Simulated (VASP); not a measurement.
# Ti: relaxation of cell and atoms with AM05

Crystal: Ti.

```
CELL_PARAMETERS angstrom
2.90210 0.00000 0.00000
-1.45105 2.51329 0.00000
0.00000 0.00000 4.58285
ATOMIC_POSITIONS crystal
Ti 0.33333 0.66667 0.25000
Ti 0.66667 0.33333 0.75000
```

```
Program                : VASP 6.6.1
Task                   : relaxation of cell and atoms
Functional             : AM05
Potentials or basis    : VASP PAW PBE potentials, release 64 (Ti_sv)
Cutoff                 : 600 eV
k mesh                 : 15 × 15 × 8
Occupations            : methfessel-paxton, width 0.1 eV
Spin                   : no spin polarisation
Further INCAR settings : ALGO = Normal; EDIFF = 1e-07; IBRION = 2; EDIFFG = -0.005; NSW = 90; ISIF = 3
```

```
Pressure after relaxing : 0.0 GPa
Band gap on the k mesh  : none (metal or under the smearing width)
```

Final structure:
```
Ti
1.0
     2.90210    0.00000    0.00000
    -1.45105    2.51329    0.00000
     0.00000    0.00000    4.58285
Ti
2
Direct
  0.33333 0.66667 0.25000
  0.66667 0.33333 0.75000
```

Levels at points of the mesh, in eV from the Fermi level:
| k point | band 9 | band 10 | band 11 | band 12 | band 13 | band 14 | band 15 | band 16 |
| --- | --- | --- | --- | --- | --- | --- | --- | --- |
| (0.00, 0.00, 0.00) | -6.31 | -2.79 | 0.78 | 0.78 | 0.89 | 0.93 | 1.32 | 1.32 |
| (0.00, 0.00, 0.50) | -4.39 | -4.39 | 0.09 | 0.09 | 0.67 | 0.67 | 0.67 | 0.67 |

Wall time 33 s on 1 thread of Intel(R) Xeon(R) 6975P-C (Granite Rapids), on a shared host, peak memory 0.2 GiB.

Caveat: the relaxation stopped at its first step, so nothing moved; the PAW data sets were made with another functional, which shifts forces and pressure a little.
